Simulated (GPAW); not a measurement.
# K K ELNES/XANES of KF (Carobbiite, Fm-3m) from DFT, part 2 of 3

How does the K K edge of KF (Carobbiite, Fm-3m) move when the bonds are compressed or stretched?

GPAW 26.7.0; X-ray absorption from dipole matrix elements to empty bands, plane-wave PAW PBE.

So far. Step 2 (Ground state of the crystal): The mesh shows a gap of 6.17 eV, so the hole is first treated in a charged cell, without the excited electron.

## 4. Spectrum with FCH, K atom 1

The holes are 6.5 Å apart. In GPAW the data set carries the hole's charge, so charge=0 means a charged cell and charge=-1 a neutral one. The excited electron is left out and a uniform background balances the charge. After the field has converged, empty bands are computed with the density fixed and the dipole matrix elements are summed.

The absorber has 6 F at 2.67 Å (octahedral, site symmetry m-3m).

Input file xas.py:

```python
import numpy as np
from ase import Atoms
from ase.parallel import parprint, paropen
from gpaw import GPAW, PW, FermiDirac, Mixer, MixerDif, setup_paths
from gpaw.test import gen
setup_paths.insert(0, '.')
gen('K', name='fch1s', xcname='PBE', corehole=(1, 0, 1), write_xml=True)
from gpaw.mpi import world
world.barrier()

atoms = Atoms('K6F6',
    cell=[[2.67185, 5.3437, 2.67185],
     [2.67185, -5.3437, 2.67185],
     [2.67185, -2.67185, -5.3437]],
    scaled_positions=[[0, 0, 0],
     [0.66666667, 0, 0.33333333],
     [0.5, 0.5, 0],
     [0.33333333, 0, 0.66666667],
     [0.16666667, 0.5, 0.33333333],
     [0.83333333, 0.5, 0.66666667],
     [0.75, 0.25, 0],
     [0.41666667, 0.25, 0.33333333],
     [0.25, 0.75, 0],
     [0.08333333, 0.25, 0.66666667],
     [0.91666667, 0.75, 0.33333333],
     [0.58333333, 0.75, 0.66666667]],
    pbc=True)
atoms.calc = calc = GPAW(legacy_gpaw=True, mode=PW(500, force_complex_dtype=True), xc='PBE', setups={0: 'fch1s'},
    kpts={'size': (3, 2, 3), 'gamma': True}, occupations=FermiDirac(0.02),
    charge=0, mixer=Mixer(0.1, 5, 50), maxiter=150,
    convergence={'density': 0.0001, 'eigenstates': 1e-6}, txt='scf.txt')
energy = atoms.get_potential_energy() + calc.get_reference_energy()
ef = calc.get_fermi_level()
out = dict(energy=energy, fermi=ef, forces=atoms.get_forces().tolist())
parprint(f'all-electron energy {energy:.4f} eV, Fermi level {ef:.4f} eV')
ev = np.array([[calc.get_eigenvalues(k, s) for k in range(len(calc.get_ibz_k_points()))] for s in range(calc.get_number_of_spins())])
out['homo'], out['lumo'], out['counts'] = ev[ev < ef].max(), ev[ev > ef].min(), sorted(set((ev < ef).sum((0, 2)).tolist()))
out['filled'] = (ev[:, 0] < ef).sum(1).tolist()

from ase.units import Ha
from gpaw.xas import dipole_matrix_elements
nb = int(calc.get_number_of_electrons() / 2) + 139
top, nb = nb, nb + 8 + nb // 12
nscf = calc.fixed_density(kpts={'size': (3, 3, 3), 'gamma': True}, nbands=nb,
    convergence={'bands': top, 'eigenstates': 1e-5}, maxiter=60, txt='nscf.txt')
cell = atoms.cell.array
ops = [cell.T @ U.T @ np.linalg.inv(cell.T) for U in nscf.wfs.kd.symmetry.op_scc]
filled = [48]  # bands filled in the ground state, by spin
E = np.arange(-6, 34, 0.1)
fwhm = np.interp(E, [4, 25], [0.9, 3.5])
Y, X, zero, highest = 0, 0, 1e9, 1e9
for spin in range(nscf.get_number_of_spins()):
    wfs = nscf.wfs
    A = dipole_matrix_elements(wfs.setups[0])
    eps = np.zeros((wfs.kd.nibzkpts, nb))
    d = np.zeros((3, A.shape[1], wfs.kd.nibzkpts, nb), complex)
    for kpt in wfs.kpt_u:
        if kpt.s == spin and 0 in kpt.P_ani:
            eps[kpt.k] = kpt.eps_n * Ha
            d[:, :, kpt.k] = (kpt.weight * wfs.nspins / 2) ** 0.5 * np.inner(A, kpt.P_ani[0])
    world.sum(eps)
    world.sum(d)
    T = np.einsum('amkn,bmkn->abkn', d, d.conj()).real
    T = sum(np.einsum('ai,ijkn,bj->abkn', R, T, R) for R in ops) / len(ops)
    empty = np.ones_like(eps, bool) & (np.arange(nb) >= filled[spin])
    zero, highest = min(zero, eps[empty].min()), min(highest, eps[:, top - 1].min())
    lines = [(eps, T, empty)] if spin == 0 else lines + [(eps, T, empty)]
for eps, T, empty in lines:
    f = np.einsum('aakn->akn', T).reshape(3, -1)
    x = eps.ravel() - zero
    w = np.interp(x, E, fwhm) / 2.35482
    g = np.exp(-0.5 * ((E[:, None] - x) / w) ** 2) / (w * (2 * np.pi) ** 0.5)
    Y = Y + (f * empty.ravel()) @ g.T
    X = X + (f * ~empty.ravel()) @ g.T
out.update(E=E.round(2).tolist(), xas=Y.tolist(), xes=X.tolist(), zero=zero, valid=highest - zero, nk=len(eps), nb=nb)
for i in range(0, len(E), 10):
    parprint(f'{E[i]:7.2f}', *(f'{v:10.3e}' for v in Y[:, i]))
import json
with paropen('out.json', 'w') as f:
    json.dump(out, f)
```

Started as:

```console
$ OMP_NUM_THREADS=1 mpirun -n 4 gpaw python xas.py
```

Numbers of over 12 decimals in the logs are rounded to 6 here.

The program printed:

```text
Input parameters:
  convergence: {density: 0.0001,
                eigenstates: 1e-06}
  kpts: {gamma: True,
         size: (3, 2, 3)}
  maxiter: 150
  mixer: {backend: pulay,
          beta: 0.1,
          method: separate,
          nmaxold: 5,
          weight: 50}
  mode: {ecut: 500.0,
         force_complex_dtype: True,
         name: pw}
  occupations: {fixmagmom: False,
                name: fermi-dirac,
                width: 0.02}
  setups: {0: fch1s}
  xc: PBE

Initialize ...

[... PAW data sets ...]

Reference energy: -110947.710771  # eV

Spin-paired calculation

[... convergence settings ...]
Symmetries present (total): 4
  [... symmetry matrices ...]

18 k-points: 3 x 2 x 3 Monkhorst-Pack grid + [0.000000,1/4,0.000000]
8 k-points in the irreducible part of the Brillouin zone
       k-points in crystal coordinates                weights
   0:     0.00000000    0.00000000    0.00000000          1/18
   1:     0.00000000    0.00000000    0.33333333          2/18
   2:     0.00000000    0.50000000    0.00000000          1/18
   3:     0.00000000    0.50000000    0.33333333          2/18
   4:     0.33333333    0.00000000    0.00000000          4/18
   5:     0.33333333    0.00000000    0.33333333          2/18
   6:     0.33333333    0.50000000    0.00000000          4/18
   7:     0.33333333    0.50000000    0.33333333          2/18

Wave functions: Plane wave expansion
  Cutoff energy: 500.000 eV
  Number of coefficients (min, max): 5797, 5835
  Pulay-stress correction: 0.000000 eV/Ang^3 (de/decut=0.000000)
  Using FFTW library
  Wavefunction extrapolation:
    Improved wavefunction reuse through dual PAW basis

Occupation numbers: Fermi-Dirac:
  width: 0.0200  # eV

Eigensolver
   Davidson(niter=2)

Densities:
  Coarse grid: 35*35*35 grid
  Fine grid: 70*70*70 grid
  Total Charge: 1.000000

Density mixing:
  Method: separate
  Backend: pulay
  Linear mixing parameter: 0.1
  old densities: 5
  Width of damping distribution: 1.1
  Damping of long wavelength oscillations: 50

[... Hamiltonian set-up ...]
Number of atoms: 12
Number of atomic orbitals: 54
Number of bands in calculation: 54
Number of valence electrons: 96
Bands to converge: occupied

... initialized

Initializing position-dependent things.

Density initialized from atomic densities
Creating initial wave functions:
  54 bands from LCAO basis set

                 F
               K      F

              F  K
                F
         K            K
              K     F

               K
              F

Atomic positions and initial magnetic moments

Positions:
   0 K      0.000000    0.000000    0.000000    ( 0.0000,  0.0000,  0.0000)
   1 K      2.671850    2.671850    0.000000    ( 0.0000,  0.0000,  0.0000)
   2 K      2.671850    0.000000    2.671850    ( 0.0000,  0.0000,  0.0000)
   3 K      2.671850   -0.000000   -2.671850    ( 0.0000,  0.0000,  0.0000)
   4 K      2.671850   -2.671850    0.000000    ( 0.0000,  0.0000,  0.0000)
   5 K      5.343700   -0.000000   -0.000000    ( 0.0000,  0.0000,  0.0000)
   6 F      2.671850    2.671850    2.671850    ( 0.0000,  0.0000,  0.0000)
   7 F      2.671850    0.000000    0.000000    ( 0.0000,  0.0000,  0.0000)
   8 F      2.671850   -2.671850    2.671850    ( 0.0000,  0.0000,  0.0000)
   9 F      2.671850   -2.671850   -2.671850    ( 0.0000,  0.0000,  0.0000)
  10 F      5.343700    0.000000    2.671850    ( 0.0000,  0.0000,  0.0000)
  11 F      5.343700   -2.671850   -0.000000    ( 0.0000,  0.0000,  0.0000)

Unit cell:
           periodic     x           y           z      points  spacing
  1. axis:    yes    2.671850    5.343700    2.671850    35     0.1548
  2. axis:    yes    2.671850   -5.343700    2.671850    35     0.1763
  3. axis:    yes    2.671850   -2.671850   -5.343700    35     0.1619

  Lengths:   6.544669   6.544669   6.544669
  Angles:   80.405932 120.000000 109.471221

Effective grid spacing dv^(1/3) = 0.1748

iter:   1   -67.632947
iter:   2   -64.845718   -1.00  -1.22
iter:   3   -61.902339   -0.49  -1.30
iter:   4   -61.774461   -1.41  -1.44
iter:   5   -61.845536   -1.90  -1.61
iter:   6   -62.315345   -0.96  -2.20
iter:   7   -61.897409   -2.29  -1.85
iter:   8   -61.814926   -2.13  -2.13
iter:   9   -61.805586   -2.61  -2.46
iter:  10   -61.804227c  -2.98  -2.77
iter:  11   -61.804522c  -3.67  -3.42
iter:  12   -61.804484c  -5.09  -3.84
iter:  13   -61.804487c  -5.97  -4.01c
iter:  14   -61.804493c  -5.72  -4.18c
iter:  15   -61.804487c  -6.72c -4.14c

Converged after 15 iterations.

Dipole moment: (-0.000000, 0.000000, -0.000000) |e|*Ang

Energy contributions relative to reference atoms: (reference = -110947.710771)

Kinetic:        +12.021523
Potential:      -19.229435
External:        +0.000000
XC:             -51.806332
Entropy (-ST):   -0.000000
Local:           -2.790244
SIC:             +0.000000
--------------------------
Free energy:    -61.804487
Extrapolated:   -61.804487

Showing only first 2 kpts
 Kpt  Band  Eigenvalues  Occupancy
  0    46     -0.28153    2.00000
  0    47     -0.27335    2.00000
  0    48      5.54295    0.00000
  0    49      6.53238    0.00000

  1    46     -0.35419    2.00000
  1    47     -0.29891    2.00000
  1    48      6.27390    0.00000
[...]
Fermi level: 1.04157

Gap: 5.816 eV
Transition (v -> c):
  (s=0, k=0, n=47, [0.00, 0.00, 0.00]) -> (s=0, k=0, n=48, [0.00, 0.00, 0.00])
No difference between direct/indirect transitions

Forces in eV/Ang:
  0 K     0.00000    0.00000    0.00000
  1 K     0.00263    0.00000   -0.00263
  2 K    -0.00000    0.00000   -0.00000
  3 K    -0.00263    0.00000    0.00263
  4 K     0.12386    0.00000   -0.12386
  5 K    -0.12386    0.00000    0.12386
  6 F    -0.00351    1.12986   -0.00351
  7 F    -1.14788    0.01733   -0.01778
  8 F     0.00351   -1.12986    0.00351
  9 F    -0.01778    0.01733   -1.14788
 10 F     0.01778   -0.01733    1.14788
 11 F     1.14788   -0.01733    0.01778
Scalar-relativistic atomic PBE calculation for K (Potassium, Z=19)
Core hole in 1s state (1s occupation: 1.0)
600 radial gridpoints.
|------------------------------------------------|
|------------------------------------------------|
[... the atom generator's iteration count ...]

Energy contributions:
-------------------------
Kinetic:     +470.836297
XC:           -27.810464
Potential:   -911.651723
-------------------------
Total:       -468.625889

state      eigenvalue         ekin         rmax
-----------------------------------------------
1s^1.0 :  -137.429257   178.943551        0.052
2s^2.0 :   -15.002284    31.245344        0.307
2p^6.0 :   -12.568172    30.913945        0.248
3s^2.0 :    -1.931532     6.069801        1.011
3p^6.0 :    -1.289847     5.160334        1.048
4s^1.0 :    -0.325459     0.816784        3.191
-----------------------------------------------
(units: Bohr and Hartree)

Generating PAW setup
Kinetic energy of the core from tauc = 428.562095
Cutoffs:
rc(s)=2.120
rc(p)=2.090
rc(d)=1.770
rc(vbar)=2.070
rc(comp)=2.090
rc(nct)=2.120

Kinetic energy of the core states: 426.917908
Charge: 1.0
Core electrons: 9.0
Valence electrons: 9.0
Pseudo-core charge: 0.000154
Shape function alpha=2.289
Pseudo-electron charge 6.218459
state    eigenvalue         norm
--------------------------------
3s(2) :    -1.931532     0.850446
4s(1) :    -0.325459     0.980013
3p(6) :    -1.289847     0.589567
*p    :    -0.289847
*d    :     0.000000
--------------------------------

Diagonalizing with gridspacing h=0.050

state   all-electron     PAW
-------------------------------
3s:      -1.931532    -1.932218
3p:      -1.289847    -1.291422
*d:                   -0.307940
*f:                   -0.034939
-------------------------------
all-electron energy -111009.5153 eV, Fermi level 1.0416 eV
[...]
31.00  6.099e-07  6.259e-07  6.099e-07
  32.00  5.706e-07  5.689e-07  5.706e-07
  33.00  5.794e-07  5.600e-07  5.794e-07
```

It took 1.9 min on 4 MPI ranks of Arm Neoverse V2, shared host; peak memory 0.36 GiB.

The K K spectrum, K atom 1, full core hole (charged cell) (energy from the lowest empty level; intensity scaled to a mean of 1 over the first 20 eV):

| E (eV) | intensity |
| --- | --- |
| -2.0 | 0.00 |
| -1.4 | 0.00 |
| -0.8 | 0.00 |
| -0.2 | 0.00 |
| 0.4 | 0.03 |
| 1.0 | 0.07 |
| 1.6 | 0.07 |
| 2.2 | 0.53 |
| 2.8 | 1.83 |
| 3.4 | 2.46 |
| 4.0 | 1.66 |
| 4.6 | 0.66 |
| 5.2 | 0.40 |
| 5.8 | 0.46 |
| 6.4 | 0.46 |
| 7.0 | 0.50 |
| 7.6 | 0.65 |
| 8.2 | 0.86 |
| 8.8 | 1.19 |
| 9.4 | 1.66 |
| 10.0 | 2.12 |
| 10.6 | 2.42 |
| 11.2 | 2.58 |
| 11.8 | 2.39 |
| 12.4 | 1.80 |
| 13.0 | 1.16 |
| 13.6 | 0.80 |
| 14.2 | 0.70 |
| 14.8 | 0.71 |
| 15.4 | 0.70 |
| 16.0 | 0.66 |
| 16.6 | 0.62 |
| 17.2 | 0.59 |
| 17.8 | 0.57 |
| 18.4 | 0.57 |
| 19.0 | 0.59 |
| 19.6 | 0.63 |
| 20.2 | 0.69 |
| 20.8 | 0.77 |
| 21.4 | 0.84 |
| 22.0 | 0.91 |
| 22.6 | 0.97 |
| 23.2 | 1.02 |
| 23.8 | 1.06 |
| 24.4 | 1.08 |
| 25.0 | 1.06 |
| 25.6 | 1.02 |
| 26.2 | 0.97 |
| 26.8 | 0.92 |
| 27.4 | 0.88 |
| 28.0 | 0.85 |
| 28.6 | 0.82 |
| 29.2 | 0.78 |
| 29.8 | 0.73 |
| 30.4 | 0.68 |

Main maxima below 30 eV (height): 3.4 eV (2.46), 11.3 eV (2.58) and 24.4 eV (1.08). A K edge sees empty p states on the absorber.

The hole costs E(hole) − E(ground) = 3618.39 eV, and the lowest empty level of the hole cell on the spectrum's mesh lies at 5.54 eV, which puts the zero at 3623.93 eV. One term is added: -19.86 eV, since the hole is spin-paired here and a spin-polarised one costs that much less in the free atom (computed apart). The photon energy is then 3604.07 eV. The tabulated edge of the element is 3608.4 eV. The functional and the charged cell's background leave an error of a few eV in such absolute values.

## 5. Reference energy of the supercell

The cell changes for the next run, so it gets a reference energy of its own.

The cell differs from the one that the last finished run ended in (a 6.545 → 6.411 Å, b 6.545 → 6.411 Å, c 6.545 → 6.411 Å).

Input file scf.py:

```python
import numpy as np
from ase import Atoms
from ase.parallel import parprint, paropen
from gpaw import GPAW, PW, FermiDirac, Mixer, MixerDif, setup_paths
from gpaw.test import gen
setup_paths.insert(0, '.')
gen('K', name='nch1s', xcname='PBE', corehole=(1, 0, 0), write_xml=True)
from gpaw.mpi import world
world.barrier()

atoms = Atoms('K6F6',
    cell=[[2.61730714, 5.23461429, 2.61730714],
     [2.61730714, -5.23461429, 2.61730714],
     [2.61730714, -2.61730714, -5.23461429]],
    scaled_positions=[[0, 0, 0],
     [0.66666667, 0, 0.33333333],
     [0.5, 0.5, 0],
     [0.33333333, 0, 0.66666667],
     [0.16666667, 0.5, 0.33333333],
     [0.83333333, 0.5, 0.66666667],
     [0.75, 0.25, 0],
     [0.41666667, 0.25, 0.33333333],
     [0.25, 0.75, 0],
     [0.08333333, 0.25, 0.66666667],
     [0.91666667, 0.75, 0.33333333],
     [0.58333333, 0.75, 0.66666667]],
    pbc=True)
atoms.calc = calc = GPAW(legacy_gpaw=True, mode=PW(500, force_complex_dtype=True), xc='PBE', setups={0: 'nch1s'},
    kpts={'size': (3, 2, 3), 'gamma': True}, occupations=FermiDirac(0.02),
    charge=0, mixer=Mixer(0.1, 5, 50), maxiter=150,
    convergence={'density': 0.0001, 'eigenstates': 1e-6}, txt='scf.txt')
energy = atoms.get_potential_energy() + calc.get_reference_energy()
ef = calc.get_fermi_level()
out = dict(energy=energy, fermi=ef, forces=atoms.get_forces().tolist())
parprint(f'all-electron energy {energy:.4f} eV, Fermi level {ef:.4f} eV')
ev = np.array([[calc.get_eigenvalues(k, s) for k in range(len(calc.get_ibz_k_points()))] for s in range(calc.get_number_of_spins())])
out['homo'], out['lumo'], out['counts'] = ev[ev < ef].max(), ev[ev > ef].min(), sorted(set((ev < ef).sum((0, 2)).tolist()))
out['filled'] = (ev[:, 0] < ef).sum(1).tolist()
import json
with paropen('out.json', 'w') as f:
    json.dump(out, f)
```

Started as:

```console
$ OMP_NUM_THREADS=1 mpirun -n 4 gpaw python scf.py
```

The program printed:

```text
Input parameters:
  convergence: {density: 0.0001,
                eigenstates: 1e-06}
  kpts: {gamma: True,
         size: (3, 2, 3)}
  maxiter: 150
  mixer: {backend: pulay,
          beta: 0.1,
          method: separate,
          nmaxold: 5,
          weight: 50}
  mode: {ecut: 500.0,
         force_complex_dtype: True,
         name: pw}
  occupations: {fixmagmom: False,
                name: fermi-dirac,
[...]
3s(2) :    -1.298661     0.973389
4s(1) :    -0.085214     0.996539
3p(6) :    -0.691375     0.723628
*p    :     0.308625
*d    :     0.000000
--------------------------------

Diagonalizing with gridspacing h=0.050

state   all-electron     PAW
-------------------------------
3s:      -1.298661    -1.299239
3p:      -0.691375    -0.692667
*d:                    0.007875
*f:                    0.052153
-------------------------------
all-electron energy -114627.6599 eV, Fermi level 1.8110 eV
[key lines of the parts left out:]
Converged after 18 iterations.
Dipole moment: (-0.000000, 0.000000, -0.000000) |e|*Ang
Free energy:    -49.655503
Fermi level: 1.81104
```

It took 28 s on 4 MPI ranks; peak memory 0.24 GiB.

Reference energy: -114627.660 eV with the cores included.

## 6. Spectrum with FCH, K atom 1

Shorter bonds are expected to push antibonding states and scattering resonances up, and longer ones down; the cell is scaled to test that.

Changed against the first core-hole run: volume scale from 1 to 0.94.

xas.py: that of step 4 with these lines changed.

```diff
@@ -11,5 +11,5 @@
 atoms = Atoms('K6F6',
-    cell=[[2.67185, 5.3437, 2.67185],
-     [2.67185, -5.3437, 2.67185],
-     [2.67185, -2.67185, -5.3437]],
+    cell=[[2.61730714, 5.23461429, 2.61730714],
+     [2.61730714, -5.23461429, 2.61730714],
+     [2.61730714, -2.61730714, -5.23461429]],
     scaled_positions=[[0, 0, 0],
@@ -41,3 +41,3 @@
 from gpaw.xas import dipole_matrix_elements
-nb = int(calc.get_number_of_electrons() / 2) + 139
+nb = int(calc.get_number_of_electrons() / 2) + 131
 top, nb = nb, nb + 8 + nb // 12
```

Started as:

```console
$ OMP_NUM_THREADS=1 mpirun -n 4 gpaw python xas.py
```

The program printed:

```text
Input parameters:
  convergence: {density: 0.0001,
                eigenstates: 1e-06}
  kpts: {gamma: True,
         size: (3, 2, 3)}
  maxiter: 150
  mixer: {backend: pulay,
          beta: 0.1,
          method: separate,
          nmaxold: 5,
          weight: 50}
  mode: {ecut: 500.0,
         force_complex_dtype: True,
         name: pw}
  occupations: {fixmagmom: False,
                name: fermi-dirac,
[...]
*p    :    -0.289847
*d    :     0.000000
--------------------------------

Diagonalizing with gridspacing h=0.050

state   all-electron     PAW
-------------------------------
3s:      -1.931532    -1.932218
3p:      -1.289847    -1.291422
*d:                   -0.307940
*f:                   -0.034939
-------------------------------
all-electron energy -111009.8989 eV, Fermi level 1.5923 eV
[...]
32.00  6.021e-07  6.188e-07  6.020e-07
  33.00  5.519e-07  5.496e-07  5.512e-07
[key lines of the parts left out:]
Converged after 16 iterations.
Dipole moment: (-0.000000, 0.000000, -0.000000) |e|*Ang
Free energy:    -62.188092
Fermi level: 1.59230
```

Elapsed: 2.2 min, on 4 MPI ranks; peak memory 0.4 GiB; 8.8 min of CPU time.

| E (eV) | first run | this run |
| --- | --- | --- |
| -2.0 | 0.00 | 0.00 |
| -1.0 | 0.00 | 0.00 |
| 0.0 | 0.00 | 0.00 |
| 1.0 | 0.07 | 0.07 |
| 2.0 | 0.25 | 0.21 |
| 3.0 | 2.13 | 2.26 |
| 4.0 | 1.66 | 1.56 |
| 5.0 | 0.43 | 0.46 |
| 6.0 | 0.48 | 0.49 |
| 7.0 | 0.50 | 0.46 |
| 8.0 | 0.77 | 0.68 |
| 9.0 | 1.33 | 1.10 |
| 10.0 | 2.12 | 1.84 |
| 11.0 | 2.55 | 2.36 |
| 12.0 | 2.23 | 2.48 |
| 13.0 | 1.16 | 1.57 |
| 14.0 | 0.71 | 0.80 |
| 15.0 | 0.71 | 0.71 |
| 16.0 | 0.66 | 0.72 |
| 17.0 | 0.60 | 0.65 |
| 18.0 | 0.57 | 0.60 |
| 19.0 | 0.59 | 0.58 |
| 20.0 | 0.67 | 0.60 |
| 21.0 | 0.79 | 0.68 |
| 22.0 | 0.91 | 0.79 |
| 23.0 | 1.01 | 0.90 |
| 24.0 | 1.07 | 0.99 |
| 25.0 | 1.06 | 1.06 |
| 26.0 | 0.99 | 1.05 |
| 27.0 | 0.90 | 0.97 |
| 28.0 | 0.85 | 0.89 |
| 29.0 | 0.80 | 0.84 |
| 30.0 | 0.71 | 0.79 |

Against the first run the r.m.s. difference is 11 %. The highest intensity below 24 eV goes from 11.3 eV (2.58) to 11.7 eV (2.54).

The photon energy of the zero moves by +0.05 eV.

## 7. Reference energy of the supercell

The cell changes for the next run, so it gets a reference energy of its own.

The cell differs from the one that the last finished run ended in (a 6.411 → 6.609 Å, b 6.411 → 6.609 Å, c 6.411 → 6.609 Å).

scf.py: that of step 5 with these lines changed.

```diff
@@ -11,5 +11,5 @@
 atoms = Atoms('K6F6',
-    cell=[[2.61730714, 5.23461429, 2.61730714],
-     [2.61730714, -5.23461429, 2.61730714],
-     [2.61730714, -2.61730714, -5.23461429]],
+    cell=[[2.69830568, 5.39661136, 2.69830568],
+     [2.69830568, -5.39661136, 2.69830568],
+     [2.69830568, -2.69830568, -5.39661136]],
     scaled_positions=[[0, 0, 0],
```

Started as:

```console
$ OMP_NUM_THREADS=1 mpirun -n 4 gpaw python scf.py
```

The program printed:

```text
Input parameters:
  convergence: {density: 0.0001,
                eigenstates: 1e-06}
  kpts: {gamma: True,
         size: (3, 2, 3)}
  maxiter: 150
  mixer: {backend: pulay,
          beta: 0.1,
          method: separate,
          nmaxold: 5,
          weight: 50}
  mode: {ecut: 500.0,
         force_complex_dtype: True,
         name: pw}
  occupations: {fixmagmom: False,
                name: fermi-dirac,
[...]
3s(2) :    -1.298661     0.973389
4s(1) :    -0.085214     0.996539
3p(6) :    -0.691375     0.723628
*p    :     0.308625
*d    :     0.000000
--------------------------------

Diagonalizing with gridspacing h=0.050

state   all-electron     PAW
-------------------------------
3s:      -1.298661    -1.299239
3p:      -0.691375    -0.692667
*d:                    0.007875
*f:                    0.052153
-------------------------------
all-electron energy -114627.9566 eV, Fermi level 1.0279 eV
[key lines of the parts left out:]
Converged after 20 iterations.
Dipole moment: (0.000000, -0.000000, 0.000000) |e|*Ang
Free energy:    -49.952194
Fermi level: 1.02795
```

Wall time 26 s (4 MPI ranks); peak memory 0.28 GiB; 1.7 min of CPU time.

Reference energy: -114627.957 eV with the cores included.

(Continued in part 3 of 3.)

[Banner, clock and machine lines of the logs are left out without a mark of their own.]

[Logs are printed without paths, hosts, clocks, repeated set-up lines and the standing remarks that a program may print on its own settings, such as how far it seeks lower states.]

[Hosts, paths, dates, database ids (printed as entryN), source tags and the programs' standing remarks are cut or masked in the printed files.]

[Lists of maxima count a maximum above −3 eV only where it reaches 4 % of the highest in the window and stands out from its surroundings by 2 % of it (1.5 % where it reaches 55 %); shoulders and weaker maxima are passed over, and of the rest the first, up to two pre-edge ones and the few strongest are named.]
